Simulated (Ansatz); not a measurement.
A plane-wave DFT run in Ansatz 0.2.0 (scalar-relativistic PAW potentials unless the input names others): input and command.

```yaml
crystal:
  lattice:
    - [0.0, 3.2373504496, 2.5251333507]
    - [3.2373504496, 0.0, 2.5251333507]
    - [3.2373504496, 3.2373504496, 0.0]
  atoms:
    - { symbol: In, position: [0.0, 0.0, 0.0] }
    - { symbol: P, position: [0.75, 0.75, 0.75] }
basis:
  ecutwfc: 420
kpoints:
  mp_grid: { grid: [18, 18, 18] }
hamiltonian:
  xc: pbe
scf:
  occupations: { method: tetrahedron }
output:
  forces: true
  eigenvalues: true
  stress: true
```

```bash
ansatz run input.yaml --threads 1 --pin off --max-ram 2560MiB --backend cpu --events-out ev --progress --plain --runs-dir out
```

Abridged log:
```
Warning: output.forces, output.stress, relax.cell or npt_langevin: where a Kohn–Sham band that disperses or a degenerate level is filled in part under the method tetrahedron, the forces or the stress that this run publishes need not agree with its energy (scf.occupations.method in the input reference, under Limitations); prefer a smearing scheme for the forces or the stress
Basis set: ecut = 420 eV, 1041 PW (Γ), exchange–correlation on 60×60×64 points (8 copies of the dense FFT grid, shifted against one another)
Bands: 13, of which v1, the nominal top of the filled ones, is band 9 counted from 1 (8 counted from 0)
Symmetry: 8 space group operations
k-points: 480 of 5832 (time reversal used)
SCF iter   1: F=—  HF=-6353.806947 eV  |F-HF|=—  |Δ(HF+E_count)|=         —  Δρ=1.27e-3  dr2=1.05e-3  ethr=1.77e-3  ⟨swp⟩=6.6  Hψ=42572  notcnv=0
SCF iter   2: F=—  HF=-6353.805749 eV  |F-HF|=—  |Δ(HF+E_count)|=   1.20e-3  Δρ=8.57e-4  dr2=3.20e-4  ethr=5.85e-6  ⟨swp⟩=3.1  Hψ=18414  notcnv=0
SCF iter   3: F=—  HF=-6353.805657 eV  |F-HF|=—  |Δ(HF+E_count)|=   9.20e-5  Δρ=3.69e-4  dr2=4.52e-5  ethr=1.78e-6  ⟨swp⟩=2.1  Hψ=12528  notcnv=0
SCF iter   4: F=—  HF=-6353.805693 eV  |F-HF|=—  |Δ(HF+E_count)|=   3.64e-5  Δρ=2.54e-4  dr2=2.21e-5  ethr=2.51e-7  ⟨swp⟩=3.0  Hψ=14153  notcnv=0
SCF iter   5: F=—  HF=-6353.805685 eV  |F-HF|=—  |Δ(HF+E_count)|=   8.34e-6  Δρ=1.18e-4  dr2=4.65e-6  ethr=1.23e-7  ⟨swp⟩=3.0  Hψ=12293  notcnv=0
SCF iter   6: F=—  HF=-6353.805683 eV  |F-HF|=—  |Δ(HF+E_count)|=   1.81e-6  Δρ=3.85e-5  dr2=4.94e-7  ethr=2.59e-8  ⟨swp⟩=2.0  Hψ=12480  notcnv=0
SCF iter   7: F=-6353.805683 eV  HF=-6353.805683 eV  |F-HF|=2.35e-8  |Δ(HF+E_count)|=   2.09e-7  Δρ=8.98e-6  dr2=2.65e-8  ethr=5.56e-10  ⟨swp⟩=3.7  Hψ=26859  notcnv=0
SCF 1 converged in 7 iterations: F = -6353.805683 eV  dr2 = 2.65e-8
SCF converged after 7 iterations
Stability not checked: this state was not tested for a lower state beside it, because cold or Methfessel-Paxton smearing, or corrected tetrahedra, fill the levels in a way that the test cannot read (fill_not_monotonic; see scf.lower_state_search)
Free energy (F): -6353.805683 eV
Harris-Foulkes:  -6353.805683 eV  (|F-HF|=2.35e-8)
Internal energy: -6353.805683 eV  (E = F + TS)
E sigma→0 (E₀):  -6353.805683 eV
Fermi energy:    6.777025 eV
--- Forces (eV/Å), atoms counted from 1 ---
  atom   1  In     0.00000000     0.00000000     0.00000000
  atom   2  P      0.00000000     0.00000000     0.00000000
--- Stress (GPa, compression-positive) ---
       -3.432318       0.000000       0.000000
        0.000000      -3.432318       0.000000
        0.000000       0.000000       2.911333
  P = ⅓ Tr σ = -1.3178 GPa (-13.178 kbar)
```

Apart from outputs and empty bands, the input differs from a reference run on usual settings in kpoints.mp_grid.grid: [12, 12, 12] → [18, 18, 18]; scf.occupations.method: "gaussian" → "tetrahedron"; scf.occupations.width: 0.05 → not typed. The reference, at the same geometry (not necessarily relaxed), gave pressure -1.31 GPa, largest force 0.000 eV/Å, gap on the mesh 0.18 eV. This run converged in 7 SCF iterations (reference: 7) with an energy at zero smearing 0.04 meV/atom below the reference's, pressure -1.32 GPa, largest force 0.000 eV/Å, gap on the mesh 0.08 eV.

It took 15 s on 1 thread of Intel(R) Xeon(R) 6975P-C (Granite Rapids), on a shared host, peak memory 0.69 GiB.